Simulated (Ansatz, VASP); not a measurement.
# KBr: VASP beside Ansatz

```xyz
2
Lattice="0.0000 3.2431 3.3913 3.2431 0.0000 3.3913 3.2431 3.2431 0.0000" Properties=species:S:1:pos:R:3 pbc="T T T"
K     0.0000    0.0000    0.0000
Br    3.2431    3.2431    3.3913
```

Change from the starting cell: strain -0.015 along x and y, +0.030 along z, atoms carried along.

Alike in both runs: task single point; functional LDA; k mesh 6 × 6 × 6; occupations gaussian, width 0.05 eV; no spin polarisation.

```csv
,VASP,Ansatz
version,VASP 6.6.1,Ansatz 0.2.0
potentials or method,"VASP PAW LDA potentials, release 64 (K_sv, Br)","scalar-relativistic, plane waves, PAW"
plane-wave cutoff (eV),520,420
valence electrons in the cell,16,16
```

Ansatz gave:

| Item | Value |
| --- | --- |
| gap on the k mesh at the Fermi level (eV) | 4.04 |
| least direct gap on the mesh (eV) | 4.04 |
| pressure (GPa) | -1.5 |
| largest component of the traceless stress (GPa) | 0.69 |

**Question.** Which values does VASP return?

**Answer.** gap on the k mesh at the Fermi level (eV): 4.05; least direct gap on the mesh (eV): 4.05; pressure (GPa): -1.4; largest component of the traceless stress (GPa): 0.71.
